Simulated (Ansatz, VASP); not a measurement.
**One calculation of PtSe2, two programs**

```xyz
3
Lattice="3.7857 0.0000 0.0000 -1.8929 3.2785 0.0000 0.0000 0.0000 5.1095" Properties=species:S:1:pos:R:3 pbc="T T T"
Se   -0.0002    2.1858    1.3029
Se    1.8930    1.0927    3.8066
Pt    0.0000    0.0000    0.0000
```

Alike in both runs: task single point; functional PBE; k mesh 10 × 10 × 7; no spin polarisation.

```csv
,VASP,Ansatz
version,VASP 6.6.1,Ansatz 0.2.0
potentials or method,"VASP PAW PBE potentials, release 64 (Se, Pt)",PAW plane waves
plane-wave cutoff (eV),520,420
occupations,"fermi-dirac, width 0.1 eV",fermi-dirac
valence electrons in the cell,22,50
```

Ansatz gave:

* pressure (GPa): 0.2
* largest component of the traceless stress (GPa): 0.09
* rms of the force components (eV/Å): 0.089

Task: What did VASP give for the same quantities?

Result: Pressure (GPa): 0.1; largest component of the traceless stress (GPa): 0.09; rms of the force components (eV/Å): 0.088.

Atom by atom the forces differ by 0.002 eV/Å (rms over components). The two sets of potentials don't hold the same shells in valence. Ansatz warned: «structure_snapped_to_symmetry».

The runs have no spin-orbit coupling, so splittings on Pt are missing.
